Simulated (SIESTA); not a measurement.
# TiCo (P1) in SIESTA: convergence with EnergyShift, part 2 of 2

SIESTA 5.4.2. Earlier steps stand in the parts before.

### 3 With EnergyShift 0.03

The input, run.py:

```python
from ase import Atoms
from ase.calculators.siesta import Siesta
from ase.units import Ry, GPa

atoms = Atoms(
    ['Co', 'Ti'],
    cell=[
        [2.98611099, 0.0, 0.0],
        [0.0, 2.98611099, 0.0],
        [0.0, 0.0, 2.98611099],
    ],
    scaled_positions=[
        [0.505521, 0.502271, 0.496601],
        [0.004793, -0.008548, -0.003604],
    ],
    pbc=True,
)

fdf = {
    'SCFMustConverge': False,
    'DM.InitSpin': ['  1   2.000', '  2   1.000'],
    'OccupationFunction': 'FD',
    'ElectronicTemperature': '0.05 eV',
    'MaxSCFIterations': '200',
    'SCF.Mixer.Method': 'Pulay',
    'SCF.Mixer.Weight': '0.1',
    'SCF.Mixer.History': '10',
    'SCF.DM.Tolerance': '5.0e-05',
    'SCF.H.Tolerance': '1.0e-03 eV',
    'WriteForces': 'true',
    'Charge.Mulliken': 'end',
    'PAO.Basis': ['Co.1 5', 'n=3 0 2', '  2.079 0.000', 'n=4 0 2', '  5.468 0.000', 'n=3 1 2', '  2.276 0.000', 'n=4 1 1', '  5.468', 'n=3 2 2', '  3.280 0.000', 'Ti.2 5', 'n=3 0 2', '  2.568 0.000', 'n=4 0 2', '  6.510 0.000', 'n=3 1 2', '  2.839 0.000', 'n=4 1 1', '  6.510', 'n=3 2 2', '  4.282 0.000'],
}
calc = Siesta(
    label="TiCo",
    command="siesta < PREFIX.fdf > PREFIX.out",
    pseudo_path="pseudos",
    pseudo_qualifier="",
    xc=('LDA', 'PW92'),
    basis_set="DZP",
    mesh_cutoff=800 * Ry,
    energy_shift=0.03 * Ry,
    kpts=[5, 5, 5],
    spin="collinear",
    fdf_arguments=fdf,
)
atoms.calc = calc

print(f"energy = {atoms.get_potential_energy():.6f} eV")
free = atoms.get_potential_energy(force_consistent=True)
print(f"free energy = {free:.6f} eV")
print("forces (eV/A):")
print(atoms.get_forces(apply_constraint=False).round(6))
print("stress (GPa, Voigt order, tension positive):", (atoms.get_stress() / GPa).round(4))
```

Potentials or basis: PseudoDojo 0.4 standard (LDA files), DZP (energy shift 0.03 Ry; two zetas on semicore shells).

Run with:

```console
$ python run.py
```

Wall time 48 s (1 thread of Arm Neoverse V1, shared host); peak memory 0.23 GiB.

It converged, with:

```yaml
Free_energy: -5769.4106 eV
Pressure: -22.9 GPa
Largest_force: 0.057 eV/Å
Band_gap_on_the_k_mesh: none (metal or under the smearing width)
Net_moment: 0.93 μB per cell
Site_moments: Co +1.04; Ti -0.11 μB
```

### 4 With EnergyShift 0.02

Edit run.py of step 3 so:

```diff
@@ -31,3 +31,3 @@
     'Charge.Mulliken': 'end',
-    'PAO.Basis': ['Co.1 5', 'n=3 0 2', '  2.079 0.000', 'n=4 0 2', '  5.468 0.000', 'n=3 1 2', '  2.276 0.000', 'n=4 1 1', '  5.468', 'n=3 2 2', '  3.280 0.000', 'Ti.2 5', 'n=3 0 2', '  2.568 0.000', 'n=4 0 2', '  6.510 0.000', 'n=3 1 2', '  2.839 0.000', 'n=4 1 1', '  6.510', 'n=3 2 2', '  4.282 0.000'],
+    'PAO.Basis': ['Co.1 5', 'n=3 0 2', '  2.160 0.000', 'n=4 0 2', '  5.796 0.000', 'n=3 1 2', '  2.374 0.000', 'n=4 1 1', '  5.796', 'n=3 2 2', '  3.511 0.000', 'Ti.2 5', 'n=3 0 2', '  2.673 0.000', 'n=4 0 2', '  6.899 0.000', 'n=3 1 2', '  2.973 0.000', 'n=4 1 1', '  6.899', 'n=3 2 2', '  4.621 0.000'],
 }
@@ -41,3 +41,3 @@
     mesh_cutoff=800 * Ry,
-    energy_shift=0.03 * Ry,
+    energy_shift=0.02 * Ry,
     kpts=[5, 5, 5],
```

Potentials or basis: PseudoDojo 0.4 standard (LDA files), DZP (energy shift 0.02 Ry; two zetas on semicore shells).

Run with:

```console
$ python run.py
```

It took 54 s on 1 thread of Arm Neoverse V1, shared host; peak memory 0.25 GiB.

It converged, with:

* Free energy: -5771.1885 eV
* Pressure: -20.4 GPa
* Largest force: 0.054 eV/Å
* Band gap on the k mesh: none (metal or under the smearing width)
* Net moment: 0.89 μB per cell
* Site moments: Co +0.94; Ti -0.04 μB

### 5 With EnergyShift 0.01

Edit run.py of step 4 so:

```diff
@@ -31,3 +31,3 @@
     'Charge.Mulliken': 'end',
-    'PAO.Basis': ['Co.1 5', 'n=3 0 2', '  2.160 0.000', 'n=4 0 2', '  5.796 0.000', 'n=3 1 2', '  2.374 0.000', 'n=4 1 1', '  5.796', 'n=3 2 2', '  3.511 0.000', 'Ti.2 5', 'n=3 0 2', '  2.673 0.000', 'n=4 0 2', '  6.899 0.000', 'n=3 1 2', '  2.973 0.000', 'n=4 1 1', '  6.899', 'n=3 2 2', '  4.621 0.000'],
+    'PAO.Basis': ['Co.1 5', 'n=3 0 2', '  2.299 0.000', 'n=4 0 2', '  6.342 0.000', 'n=3 1 2', '  2.542 0.000', 'n=4 1 1', '  6.342', 'n=3 2 2', '  3.921 0.000', 'Ti.2 5', 'n=3 0 2', '  2.850 0.000', 'n=4 0 2', '  7.565 0.000', 'n=3 1 2', '  3.195 0.000', 'n=4 1 1', '  7.565', 'n=3 2 2', '  5.201 0.000'],
 }
@@ -41,3 +41,3 @@
     mesh_cutoff=800 * Ry,
-    energy_shift=0.02 * Ry,
+    energy_shift=0.01 * Ry,
     kpts=[5, 5, 5],
```

Potentials or basis: PseudoDojo 0.4 standard (LDA files), DZP (energy shift 0.01 Ry; two zetas on semicore shells).

Run with:

```console
$ python run.py
```

Wall time 78 s (1 thread of Arm Neoverse V1, shared host); peak memory 0.27 GiB.

It converged, with:

- Free energy: -5772.8213 eV
- Pressure: -17.9 GPa
- Largest force: 0.104 eV/Å
- Band gap on the k mesh: none (metal or under the smearing width)
- Net moment: 0.88 μB per cell
- Site moments: Co +0.86; Ti +0.02 μB

### 6 With EnergyShift 0.005

Edit run.py of step 5 so:

```diff
@@ -31,3 +31,3 @@
     'Charge.Mulliken': 'end',
-    'PAO.Basis': ['Co.1 5', 'n=3 0 2', '  2.299 0.000', 'n=4 0 2', '  6.342 0.000', 'n=3 1 2', '  2.542 0.000', 'n=4 1 1', '  6.342', 'n=3 2 2', '  3.921 0.000', 'Ti.2 5', 'n=3 0 2', '  2.850 0.000', 'n=4 0 2', '  7.565 0.000', 'n=3 1 2', '  3.195 0.000', 'n=4 1 1', '  7.565', 'n=3 2 2', '  5.201 0.000'],
+    'PAO.Basis': ['Co.1 5', 'n=3 0 2', '  2.432 0.000', 'n=4 0 2', '  6.885 0.000', 'n=3 1 2', '  2.705 0.000', 'n=4 1 1', '  6.885', 'n=3 2 2', '  4.334 0.000', 'Ti.2 5', 'n=3 0 2', '  3.027 0.000', 'n=4 0 2', '  8.212 0.000', 'n=3 1 2', '  3.414 0.000', 'n=4 1 1', '  8.212', 'n=3 2 2', '  5.796 0.000'],
 }
@@ -41,3 +41,3 @@
     mesh_cutoff=800 * Ry,
-    energy_shift=0.01 * Ry,
+    energy_shift=0.005 * Ry,
     kpts=[5, 5, 5],
```

Potentials or basis: PseudoDojo 0.4 standard (LDA files), DZP (energy shift 0.005 Ry; two zetas on semicore shells).

Run with:

```console
$ python run.py
```

It took 2.1 min on 1 thread of Arm Neoverse V1, shared host; peak memory 0.31 GiB.

Results (log left out):

- Free energy: -5773.5866 eV
- Pressure: -15.1 GPa
- Largest force: 0.122 eV/Å
- Band gap on the k mesh: none (metal or under the smearing width)
- Net moment: 0.87 μB per cell
- Site moments: Co +0.83; Ti +0.04 μB

### 7 With EnergyShift 0.003

Edit run.py of step 6 so:

```diff
@@ -31,3 +31,3 @@
     'Charge.Mulliken': 'end',
-    'PAO.Basis': ['Co.1 5', 'n=3 0 2', '  2.432 0.000', 'n=4 0 2', '  6.885 0.000', 'n=3 1 2', '  2.705 0.000', 'n=4 1 1', '  6.885', 'n=3 2 2', '  4.334 0.000', 'Ti.2 5', 'n=3 0 2', '  3.027 0.000', 'n=4 0 2', '  8.212 0.000', 'n=3 1 2', '  3.414 0.000', 'n=4 1 1', '  8.212', 'n=3 2 2', '  5.796 0.000'],
+    'PAO.Basis': ['Co.1 5', 'n=3 0 2', '  2.532 0.000', 'n=4 0 2', '  7.282 0.000', 'n=3 1 2', '  2.827 0.000', 'n=4 1 1', '  7.282', 'n=3 2 2', '  4.640 0.000', 'Ti.2 5', 'n=3 0 2', '  3.157 0.000', 'n=4 0 2', '  8.686 0.000', 'n=3 1 2', '  3.575 0.000', 'n=4 1 1', '  8.686', 'n=3 2 2', '  6.229 0.000'],
 }
@@ -41,3 +41,3 @@
     mesh_cutoff=800 * Ry,
-    energy_shift=0.005 * Ry,
+    energy_shift=0.003 * Ry,
     kpts=[5, 5, 5],
```

Potentials or basis: PseudoDojo 0.4 standard (LDA files), DZP (energy shift 0.003 Ry; two zetas on semicore shells).

Run with:

```console
$ python run.py
```

Wall time 2.7 min (1 thread of Arm Neoverse V1, shared host); peak memory 0.34 GiB.

The run converged. Its results:

```
Free energy            : -5773.8649 eV
Pressure               : -14.5 GPa
Largest force          : 0.119 eV/Å
Band gap on the k mesh : none (metal or under the smearing width)
Net moment             : 0.86 μB per cell
Site moments           : Co +0.81; Ti +0.05 μB
```

### 8 With EnergyShift 0.002

Edit run.py of step 7 so:

```diff
@@ -31,3 +31,3 @@
     'Charge.Mulliken': 'end',
-    'PAO.Basis': ['Co.1 5', 'n=3 0 2', '  2.532 0.000', 'n=4 0 2', '  7.282 0.000', 'n=3 1 2', '  2.827 0.000', 'n=4 1 1', '  7.282', 'n=3 2 2', '  4.640 0.000', 'Ti.2 5', 'n=3 0 2', '  3.157 0.000', 'n=4 0 2', '  8.686 0.000', 'n=3 1 2', '  3.575 0.000', 'n=4 1 1', '  8.686', 'n=3 2 2', '  6.229 0.000'],
+    'PAO.Basis': ['Co.1 5', 'n=3 0 2', '  2.609 0.000', 'n=4 0 2', '  7.595 0.000', 'n=3 1 2', '  2.925 0.000', 'n=4 1 1', '  7.595', 'n=3 2 2', '  4.888 0.000', 'Ti.2 5', 'n=3 0 2', '  3.260 0.000', 'n=4 0 2', '  9.059 0.000', 'n=3 1 2', '  3.707 0.000', 'n=4 1 1', '  9.059', 'n=3 2 2', '  6.575 0.000'],
 }
@@ -41,3 +41,3 @@
     mesh_cutoff=800 * Ry,
-    energy_shift=0.003 * Ry,
+    energy_shift=0.002 * Ry,
     kpts=[5, 5, 5],
```

Potentials or basis: PseudoDojo 0.4 standard (LDA files), DZP (energy shift 0.002 Ry; two zetas on semicore shells).

Run with:

```console
$ python run.py
```

Run time: 3.2 min. Hardware: 1 thread of Arm Neoverse V1, shared host; peak memory 0.36 GiB.

Results (log left out):

```yaml
Free_energy: -5774.0049 eV
Pressure: -13.9 GPa
Largest_force: 0.120 eV/Å
Band_gap_on_the_k_mesh: none (metal or under the smearing width)
Net_moment: 0.86 μB per cell
Site_moments: Co +0.81; Ti +0.05 μB
```

### 9 With EnergyShift 0.001

Edit run.py of step 8 so:

```diff
@@ -31,3 +31,3 @@
     'Charge.Mulliken': 'end',
-    'PAO.Basis': ['Co.1 5', 'n=3 0 2', '  2.609 0.000', 'n=4 0 2', '  7.595 0.000', 'n=3 1 2', '  2.925 0.000', 'n=4 1 1', '  7.595', 'n=3 2 2', '  4.888 0.000', 'Ti.2 5', 'n=3 0 2', '  3.260 0.000', 'n=4 0 2', '  9.059 0.000', 'n=3 1 2', '  3.707 0.000', 'n=4 1 1', '  9.059', 'n=3 2 2', '  6.575 0.000'],
+    'PAO.Basis': ['Co.1 5', 'n=3 0 2', '  2.743 0.000', 'n=4 0 2', '  8.114 0.000', 'n=3 1 2', '  3.088 0.000', 'n=4 1 1', '  8.114', 'n=3 2 2', '  5.307 0.000', 'Ti.2 5', 'n=3 0 2', '  3.435 0.000', 'n=4 0 2', '  9.500 0.000', 'n=3 1 2', '  3.921 0.000', 'n=4 1 1', '  9.500', 'n=3 2 2', '  7.181 0.000'],
 }
@@ -41,3 +41,3 @@
     mesh_cutoff=800 * Ry,
-    energy_shift=0.002 * Ry,
+    energy_shift=0.001 * Ry,
     kpts=[5, 5, 5],
```

Potentials or basis: PseudoDojo 0.4 standard (LDA files), DZP (energy shift 0.001 Ry; two zetas on semicore shells).

Run with:

```console
$ python run.py
```

It took 4.8 min on 1 thread of Arm Neoverse V1, shared host; peak memory 0.4 GiB.

It converged, with:

| Quantity | Value |
| --- | --- |
| Free energy | -5774.1311 eV |
| Pressure | -12.8 GPa |
| Largest force | 0.125 eV/Å |
| Band gap on the k mesh | none (metal or under the smearing width) |
| Net moment | 0.87 μB per cell |
| Site moments | Co +0.82; Ti +0.05 μB |

### 10 Summary

| EnergyShift | energy less the tightest run, at zero smearing (meV/atom) | pressure (GPa) | largest force (eV/Å) | largest site moment (μB) | SCF cycles | CPU time (s) | peak memory (GiB) |
| --- | --- | --- | --- | --- | --- | --- | --- |
| 0.05 | 4222.40 | -30.66 | 0.114 | 1.24 | 22 | 32 | 0.21 |
| 0.03 | 2358.94 | -22.94 | 0.057 | 1.04 | 25 | 48 | 0.23 |
| 0.02 | 1470.40 | -20.39 | 0.054 | 0.94 | 21 | 54 | 0.25 |
| 0.01 | 654.65 | -17.92 | 0.104 | 0.86 | 19 | 78 | 0.27 |
| 0.005 | 272.22 | -15.10 | 0.122 | 0.83 | 21 | 130 | 0.31 |
| 0.003 | 133.14 | -14.53 | 0.119 | 0.81 | 20 | 160 | 0.34 |
| 0.002 | 63.12 | -13.89 | 0.120 | 0.81 | 19 | 190 | 0.36 |
| 0.001 | 0.00 | -12.83 | 0.125 | 0.82 | 21 | 290 | 0.4 |

Against the tightest run, the largest site moment stays within 0.02 μB from 0.005 on. Not settled before the last step: the energy (to 1 meV/atom), the pressure (to 0.1 GPa), the largest force (to 0.005 eV/Å). The tightest run that finished is the yardstick and may itself not be fully converged.

Caveats: all runs use coarse meshes; short orbitals over semicore shells can move pressures by several GPa; the basis of atomic orbitals isn't converged, which shifts pressures, moduli and gaps.
